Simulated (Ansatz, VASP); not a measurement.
## One calculation of Fe2Ge, two programs

Contents of INCAR:

```
SYSTEM = Fe2Ge
PREC     = Accurate       ! precision mode
ENCUT    = 520            ! plane-wave cutoff, eV
EDIFF    = 1E-6           ! SCF threshold, eV
ISMEAR   = 1              ! smearing method
SIGMA    = 0.1            ! smearing width, eV
LREAL    = .False.        ! projectors in reciprocal space
LASPH    = .True.         ! aspherical terms in the spheres
NELM     = 150            ! most SCF steps
ALGO     = Fast           ! electronic algorithm
ISIF     = 2              ! what is computed and relaxed
LWAVE    = .False.        ! write WAVECAR
LCHARG   = .True.         ! write CHGCAR
MAGMOM   = 0 0 3.5 0 0 3.5 0 0 0 ! initial moments
LORBIT   = 11             ! projections on sites
LSORBIT  = .True.         ! spin-orbit coupling
GGA_COMPAT= .False.      
LORBMOM  = .True.       
LMAXMIX  = 4              ! l up to which the mixer works
GGA      = PS             ! functional
LVHAR    = .True.       
NBANDS   = 43             ! bands
```

KPOINTS

```
regular mesh
0
Gamma
  4 4 6
  0 0 0
```

Contents of POSCAR:

```
Fe2Ge
1.0
    4.1636340000      0.0000000000      0.0000000000
   -2.0818170000      3.6058130000      0.0000000000
    0.0000000000      0.0000000000      2.6264660000
Fe Ge
2 1
Direct
    0.6666666667      0.3333333333      0.5000000000
    0.3333333333      0.6666666667      0.5000000000
    0.0000000000      0.0000000000      0.0000000000
```

Input for Ansatz:

```yaml
crystal:
  lattice:
    - [4.163634, 0.0, 0.0]
    - [-2.081817, 3.605813, 0.0]
    - [0.0, 0.0, 2.626466]
  atoms:
    - { symbol: Fe, position: [0.6666666666666666, 0.3333333333333333, 0.5], spin: 3.5, spin_axis: [0.0, 0.0, 1.0] }
    - { symbol: Fe, position: [0.3333333333333333, 0.6666666666666666, 0.5], spin: 3.5, spin_axis: [0.0, 0.0, 1.0] }
    - { symbol: Ge, position: [0.0, 0.0, 0.0] }
kpoints:
  mp_grid:
    grid: [4, 4, 6]
    shift: [0.0, 0.0, 0.0]
hamiltonian:
  xc: pbesol
magnetization:
  noncollinear: true
  spin_orbit: true
scf:
  occupations:
    method: cold
```

The cell comes from a database or a generator and needn't be the stable form of this composition.

Alike in both runs: task single point; functional PBEsol; k mesh 4 × 4 × 6; non-collinear spin, spin-orbit coupling.

|  | VASP | Ansatz |
| --- | --- | --- |
| version | VASP 6.6.1 | Ansatz 0.2.0 |
| potentials or method | VASP PAW PBE potentials, release 64 (Fe, Ge_d) | plane waves, PAW |
| plane-wave cutoff (eV) | 520 | 420 |
| occupations | methfessel-paxton of order 1, width 0.1 eV | cold |
| valence electrons in the cell | 30 | 46 |

|  | VASP | Ansatz | Ansatz less VASP |
| --- | --- | --- | --- |
| net moment per atom (μB) | 1.61 | 1.62 | +0.006 |

The two sets of potentials don't hold the same shells in valence.

Caveats: the k mesh is coarse (spacing up to 0.44 Å⁻¹), so the values aren't converged.
